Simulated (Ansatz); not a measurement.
## What moves the gap on the k mesh of LiF?

```
CELL_PARAMETERS angstrom
0.00000 2.01400 2.01400
2.01400 0.00000 2.01400
2.01400 2.01400 0.00000
ATOMIC_POSITIONS crystal
Li 0.00000 0.00000 0.00000
F 0.50000 0.50000 0.50000
```

Atom numbers follow the list: Li1, F2.

The conventional cell has a = 4.028 Å, b = 4.028 Å, c = 4.028 Å, α = 90.00°, β = 90.00°, γ = 90.00°. Li (atom 1) is surrounded by 6 F at 2.01 Å. F (atom 2) is surrounded by 6 Li at 2.01 Å.

The cell is COD entry 1010990, as deposited and not checked against the literature; nothing was relaxed.

Computed with Ansatz 0.2.0, DFT, PBE, all-electron LAPW, scalar-relativistic.

Sampling and basis: a Γ-centred 10×10×10 k mesh, Fermi–Dirac smearing of 0.03 eV, basis error target 1 meV/atom, no spin polarisation.

Semilocal functionals give too small gaps.

In this reference run the gap on the k mesh is 9.07 eV. Each change below is made alone, on the same k mesh, with fractional coordinates held unless an atom is moved; x, y and z are the Cartesian axes.

(1) One change shifts the gap on the k mesh by -0.03 eV. Which?
A. volume scaled by 1.025
B. volume scaled by 0.95
C. z strained by +1.5 % at fixed volume
D. equal xy, yz and zx engineering shear strains of +4 %
E. volume scaled by 0.975
F. equal xy, yz and zx engineering shear strains of +3 %

## Answers

(1) C. The others give: equal xy, yz and zx engineering shear strains of +3 %, -0.09 eV; equal xy, yz and zx engineering shear strains of +4 %, -0.13 eV; volume scaled by 1.025, -0.22 eV; volume scaled by 0.975, +0.23 eV; volume scaled by 0.95, +0.47 eV.
